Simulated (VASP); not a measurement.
# MoS2: relaxation of cell and atoms with PBEsol

Crystal: MoS2.

```xyz
3
Lattice="1.5922 0.9192 6.4821 -1.5922 0.9192 6.4821 0.0000 -1.8385 6.4821" Properties=species:S:1:pos:R:3 pbc="T T T"
Mo    0.0000    0.0000    0.0044
S     0.0000    0.0000   11.4163
S     0.0000    0.0000   14.5206
```

Measurements of this composition are mostly on another form, of space group No. 194.

```
Program                : VASP 6.6.1
Task                   : relaxation of cell and atoms
Functional             : PBEsol
Potentials or basis    : VASP PAW PBE potentials, release 64 (Mo_sv, S)
Cutoff                 : 300 eV
k mesh                 : 12 × 12 × 12
Occupations            : gaussian, width 0.02 eV
Spin                   : no spin polarisation
Further INCAR settings : ALGO = Normal; EDIFF = 1e-07; IBRION = 2; EDIFFG = -0.005; NSW = 90; ISIF = 3
```

```json
{
 "Relaxed volume": "17.55 Å³/atom",
 "Relaxed cell": "a = 6.424 Å, b = 6.424 Å, c = 6.424 Å, α = 28.29°, β = 28.29°, γ = 28.29°",
 "Space group after relaxing (to 0.05 Å)": "R3m (No. 160)",
 "Energy gained by relaxing": "10.0 meV/atom",
 "Ionic steps": "38",
 "Pressure after relaxing": "0.0 GPa",
 "Band gap on the k mesh": "0.92 eV, indirect (least direct gap 1.81 eV)"
}
```

The path:
```csv
step,energy change (eV),largest force (eV/Å),pressure (GPa),volume (Å³)
1,0.0000,0.1270,-3.51,56.92
2,0.0222,0.8941,6.31,53.56
3,-0.0172,0.2585,0.11,55.55
4,-0.0214,0.0002,-0.18,55.25
5,-0.0216,0.0450,-0.13,55.30
6,-0.0220,0.0544,-0.03,55.18
7,-0.0232,0.0839,0.28,54.82
8,-0.0245,0.1448,0.94,54.10
9,-0.0228,0.2765,2.44,52.66
10,-0.0245,0.1861,1.35,53.72
11,-0.0246,0.1849,1.35,53.71
12,-0.0248,0.1811,1.33,53.68
13,-0.0252,0.1732,1.30,53.62
14,-0.0258,0.1578,1.23,53.49
15,-0.0270,0.1276,1.11,53.24
16,-0.0287,0.0694,0.88,52.75
17,-0.0283,0.0460,0.57,51.75
18,-0.0291,0.0275,0.77,52.32
19,-0.0295,0.0107,0.52,52.45
20,-0.0299,0.0261,0.00,52.75
21,-0.0299,0.0292,-0.04,52.78
22,-0.0300,0.0167,-0.01,52.78
23,-0.0300,0.0121,0.06,52.80
24,-0.0300,0.0076,0.01,52.81
25,-0.0300,0.0047,-0.03,52.82
26,-0.0300,0.0054,-0.02,52.82
27,-0.0301,0.0077,-0.01,52.81
28,-0.0301,0.0123,0.01,52.78
29,-0.0301,0.0215,0.04,52.74
30,-0.0301,0.0169,0.03,52.76
31,-0.0301,0.0165,0.02,52.76
32,-0.0301,0.0150,0.02,52.76
33,-0.0301,0.0123,0.00,52.75
34,-0.0301,0.0069,-0.03,52.73
35,-0.0301,0.0040,-0.10,52.69
36,-0.0301,0.0006,-0.07,52.71
37,-0.0301,0.0009,-0.05,52.69
38,-0.0301,0.0015,0.00,52.64
```

Final structure:
```xyz
3
Lattice="1.5702 0.9066 6.1631 -1.5702 0.9066 6.1631 0.0000 -1.8131 6.1631" Properties=species:S:1:pos:R:3 pbc="T T T"
Mo    0.0000    0.0000    0.0044
S     0.0000    0.0000   10.7719
S     0.0000    0.0000   13.8884
```

Levels at points of the mesh, in eV from the valence-band top:
```tsv
k point	band 9	band 10	band 11	band 12	band 13	band 14	band 15	band 16	band 17
(0.00, 0.00, 0.00)	-3.30	-2.17	-2.17	-1.27	-1.24	2.15	2.15	2.54	2.54
(0.50, 0.00, 0.00)	-5.03	-3.93	-2.36	-1.49	-1.46	1.75	2.12	3.54	3.56
(0.50, 0.50, 0.00)	-4.73	-3.86	-2.95	-1.68	-1.27	1.71	2.27	3.05	4.00
(0.50, 0.50, 0.50)	-3.32	-3.32	-2.14	-2.14	0.00	2.25	2.25	2.41	2.41
```

Run time: 58 min on 1 thread of Intel(R) Xeon(R) Platinum 8488C (Sapphire Rapids), on a shared host, peak memory 0.29 GiB.

Caveat: the cutoff is under 1.25 times the usual one of these potentials, so pressure, stress and relaxed cells hold a basis-set (Pulay) error; the PAW data sets were made with another functional, which shifts forces and pressure a little. A k mesh can miss the band edges.
